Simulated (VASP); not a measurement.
# Ca (P6_3/mmc) in VASP: further runs

Runs on Ca. Level: PBE. Tasks: single point.

All numbers are computed with VASP 6.6.1; they aren't measurements. Logs are shortened: lines on timing, memory, paths and dates and some standing lists are left out, and cuts for length are marked.

## 1. The crystal as given

Symmetry: P6_3/mmc, No. 194, hexagonal system. The conventional cell has a = 3.980 Å, b = 3.980 Å, c = 6.520 Å, α = 90.00°, β = 90.00°, γ = 120.00°. Ca (site symmetry -6m2) is surrounded by 12 Ca at 3.98 to 3.99 Å.

This isn't the form of Ca at room conditions, which is fcc.

## 2. Single point, PBE

INCAR

```
  PREC = Accurate
  ENCUT = 460
  EDIFF = 1E-6
  ISMEAR = -5
  SIGMA = 0.1
  LREAL = F
  LASPH = T
  NELM = 100
  ALGO = Normal
  ISIF = 2
  LWAVE = F
  LCHARG = F
  GGA = PE
  NBANDS = 17
  ADDGRID = F
```

KPOINTS

```
regular mesh
0
Gamma
  16 16 9
```

POSCAR

```
Ca
1.0
    3.9800000000      0.0000000000      0.0000000000
   -1.9900000000      3.4467811071      0.0000000000
    0.0000000000      0.0000000000      6.5200000000
Ca
2
Direct
    0.6666666667      0.3333333333      0.7500000000
    0.3333333333      0.6666666667      0.2500000000
```

Potentials or basis: VASP PAW PBE potentials, release 64 (Ca_sv).

Started as:

```sh
> cat potpaw_PBE.64/Ca_sv/POTCAR > POTCAR
> mpirun -np 1 vasp_std > vasp.out
```

OUTCAR:

```text
PREC = Accurate
   ENCUT = 460
   EDIFF = 1E-6
   ISMEAR = -5
   LREAL = F
   LASPH = T
   NELM = 100
   ISIF = 2
   GGA = PE

 Found    150 irreducible k-points:

 Following reciprocal coordinates:
            Coordinates               Weight
  0.000000  0.000000  0.000000      1.000000
  0.062500 -0.000000  0.000000      6.000000
  0.125000 -0.000000  0.000000      6.000000
  0.187500  0.000000  0.000000      6.000000
  0.250000 -0.000000  0.000000      6.000000
  0.312500 -0.000000  0.000000      6.000000
   k-points           NKPTS =    150   k-points in BZ     NKDIM =    150   number of bands    NBANDS=     17
   number of dos      NEDOS =    301   number of ions     NIONS =      2
   total plane-waves  NPLWV =  37632
   dimension x,y,z NGX =    28 NGY =   28 NGZ =   48
   dimension x,y,z NGXF=    56 NGYF=   56 NGZF=   96
   ions per type =               2
   NGX,Y,Z   is equivalent  to a cutoff of  11.70, 11.70, 12.24 a.u.
   NGXF,Y,Z  is equivalent  to a cutoff of  23.39, 23.39, 24.48 a.u.
 SYSTEM =  unknown system
   PREC   = accura    normal or accurate (medium, high low for compatibility)
   ISTART =      0    job   : 0-new  1-cont  2-samecut
   ICHARG =      2    charge: 1-file 2-atom 10-const
   ISPIN  =      1    spin polarized calculation?
   LNONCOLLINEAR =      F non collinear calculations
   LSORBIT =      F    spin-orbit coupling
   LASPH  =      T    aspherical Exc in radial PAW
   ENCUT  =  460.0 eV  33.81 Ry    5.81 a.u.   6.96  6.96 11.40*2*pi/ulx,y,z
   NELM   =    100;   NELMIN=  2; NELMDL= -5     # of ELM steps
   EDIFF  = 0.1E-05   stopping-criterion for ELM
   LREAL  =      F    real-space projection
   EDIFFG = 0.1E-04   stopping-criterion for IOM
   NSW    =      0    number of steps for IOM
   IBRION =     -1    ionic relax: 0-MD 1-quasi-New 2-CG
   NFREE  =      0    steps in history (QN), initial steepest desc. (CG)
   ISIF   =      2    stress and relaxation
   ISYM   =      2    0-nonsym 1-usesym 2-fastsym
   POTIM  = 0.5000    time-step for ionic-motion
   TEBEG  =    0.0;   TEEND  =   0.0 temperature during run
   PSTRESS=    0.0 pullay stress
   NELECT =      20.0000    total number of electrons
   NUPDOWN=      -1.0000    fix difference up-down
   EMIN   =  10.00;   EMAX   =-10.00  energy-range for DOS
   EFERMI =   0.00;   METHOD = LEGACY
   ISMEAR =    -5;   SIGMA  =   0.10  broadening in eV -4-tet -1-fermi 0-gaus
   EFERMI_NEDOS =   21; number of points for ismear=-14 and -15
   IALGO  =     38    algorithm
   IMIX   =      4    mixing-type and parameters
     AMIX     =   0.40;   BMIX     =  1.00
     AMIX_MAG =   1.60;   BMIX_MAG =  1.00
  volume/ion in A,a.u.               =      44.72       301.79
  Fermi-wavevector in a.u.,A,eV,Ry     =   0.993657  1.877740 13.433783  0.987355
  Thomas-Fermi vector in A             =   2.125555
   LORBIT       =      0    0 simple, 1 ext, 2 COOP (PROOUT), +10 PAW based schemes
   GGA     = PE    functional components
   LHFCALC =     F    Hartree Fock is set to
   AEXX    =    0.0000 exact exchange contribution
   IVDW    =     0    specifies the selected vdW correction
   LEPSILON=     F    determine dielectric tensor
   LRPA    =     F    only Hartree local field effects (RPA)
 non-spin polarized calculation
 Fermi weights with tetrahedron method with Bloechl corrections
  energy-cutoff  :      460.00
  volume of cell :       89.44
 maximum number of plane-waves:      2021
 NGX is ok and might be reduce to    28

 number of electron      20.0000001 magnetization

 Free energy of the ion-electron system (eV)
  ---------------------------------------------------
  ext. energy  EPLUGINS =         0.00000000
  ---------------------------------------------------
  free energy    TOTEN  =        -3.84003121 eV

  energy without entropy =       -3.84003121  energy(sigma->0) =       -3.84003121

 E-fermi :   1.7996     XC(G=0):  -7.5573

 val. band max:        1.8808217026   @ k =   0.3750   0.0000   0.0000
 cond. band min:       1.7336478966   @ k =   0.2500   0.0625   0.0000
 fundamental gap:     -0.1471738060
 Fermi energy:         1.7995716965

 k-point     1 :       0.0000    0.0000    0.0000
  band No.  band energies     occupation
      1     -40.4042      2.00000
      2     -40.3941      2.00000
      3     -21.4328      2.00000
      4     -21.3453      2.00000
      5     -21.3453      2.00000
      6     -21.3299      2.00000
[... 9 lines left out ...]
     16       4.2733      0.00000
     17       4.6453      0.00000

 k-point     2 :       0.0625   -0.0000    0.0000
  band No.  band energies     occupation
      1     -40.4039      2.00000
      2     -40.3939      2.00000
      3     -21.4314      2.00000
      4     -21.3485      2.00000
      5     -21.3463      2.00000
      6     -21.3332      2.00000
[... 9 lines left out ...]
     16       4.3137      0.00000
     17       4.5906      0.00000

 k-point     3 :       0.1250   -0.0000    0.0000
  band No.  band energies     occupation
      1     -40.4029      2.00000
      2     -40.3934      2.00000
      3     -21.4274      2.00000
      4     -21.3577      2.00000
      5     -21.3492      2.00000
      6     -21.3427      2.00000
[... 9 lines left out ...]
     16       4.4021      0.00000
     17       4.4326      0.00000

 k-point     4 :       0.1875    0.0000    0.0000
  band No.  band energies     occupation
      1     -40.4013      2.00000
      2     -40.3927      2.00000
      3     -21.4210      2.00000
      4     -21.3716      2.00000
      5     -21.3568      2.00000
      6     -21.3535      2.00000
[... 9 lines left out ...]
     16       4.3598      0.00000
     17       4.3845      0.00000

 k-point     5 :       0.2500   -0.0000    0.0000
  band No.  band energies     occupation
      1     -40.3995      2.00000
      2     -40.3920      2.00000
      3     -21.4129      2.00000
      4     -21.3880      2.00000
      5     -21.3731      2.00000
      6     -21.3584      2.00000
[... 9 lines left out ...]
     16       4.5771      0.00000
     17       4.6094      0.00000

 k-point     6 :       0.3125   -0.0000    0.0000
  band No.  band energies     occupation
      1     -40.3975      2.00000
      2     -40.3913      2.00000
      3     -21.4045      2.00000
      4     -21.4038      2.00000
      5     -21.3892      2.00000
      6     -21.3632      2.00000
[... 9 lines left out ...]
     16       4.8072      0.00000
     17       4.9314      0.00000

 [... further k-points ...]

------------------------ aborting loop because EDIFF is reached ----------------------------------------

  FORCE on cell =-STRESS in cart. coord.  units (eV):
  Direction    XX          YY          ZZ          XY          YZ          ZX
  --------------------------------------------------------------------------------------
  -------------------------------------------------------------------------------------
  Total       -0.5229998     -0.5229998     -0.4220328      0.0000000     -0.0000000      0.0000000
  in kB       -9.3684496     -9.3684496     -7.5598363      0.0000000     -0.0000000      0.0000000
  external PRESSURE =      -8.7655785 kB  Pullay stress =       0.0000000 kB

 VOLUME and BASIS-vectors are now :
 -----------------------------------------------------------------------------
  energy-cutoff  :      460.00
  volume of cell :       89.44
      direct lattice vectors                 reciprocal lattice vectors
     3.980000000  0.000000000  0.000000000     0.251256281  0.145062882  0.000000000
    -1.990000000  3.446781107  0.000000000     0.000000000  0.290125763  0.000000000
     0.000000000  0.000000000  6.520000000     0.000000000  0.000000000  0.153374233

 POSITION                                       TOTAL-FORCE (eV/Angst)
 -----------------------------------------------------------------------------------
      1.99000      1.14893      4.89000         0.000000      0.000000      0.000000
     -0.00000      2.29785      1.63000        -0.000000     -0.000000      0.000000
 -----------------------------------------------------------------------------------
    total drift:                                0.000000     -0.000000      0.000000

  FREE ENERGIE OF THE ION-ELECTRON SYSTEM (eV)
  ---------------------------------------------------
  free  energy   TOTEN  =        -3.8400312066 eV

  energy  without entropy=       -3.8400312066  energy(sigma->0) =       -3.84003121
```

It took 73 s on 1 thread of Intel Xeon 6975P-C (Granite Rapids), shared host; peak memory 0.29 GiB.

These settings aren't checked as converged: the numbers below hold their error.

Results:

```
Free energy            : -3.8400 eV
Pressure               : -0.9 GPa
Band gap on the k mesh : none (metal or under the smearing width)
```

Caveat: tetrahedron occupations give inexact forces and stress in metals.

## 3. Single point, PBE

INCAR, as its differences from that of step 2:

```diff
@@ -3,3 +3,3 @@
   EDIFF = 1E-6
-  ISMEAR = -5
+  ISMEAR = 0
   SIGMA = 0.1
```

KPOINTS is that of step 2.

POSCAR is that of step 2.

Potentials or basis: VASP PAW PBE potentials, release 64 (Ca_sv).

Started as:

```sh
> cat potpaw_PBE.64/Ca_sv/POTCAR > POTCAR
> mpirun -np 1 vasp_std > vasp.out
```

Wall time 65 s (1 thread of Intel Xeon 6975P-C (Granite Rapids), shared host); peak memory 0.28 GiB.

The run converged, but some of its settings lie outside the range that counts as converged, so its numbers aren't taken as properties of the crystal.

What came out:

```yaml
Free_energy: -3.8455 eV
Pressure: -0.8 GPa
Band_gap_on_the_k_mesh: none (metal or under the smearing width)
```

(Part 1 of 2 ends here.)
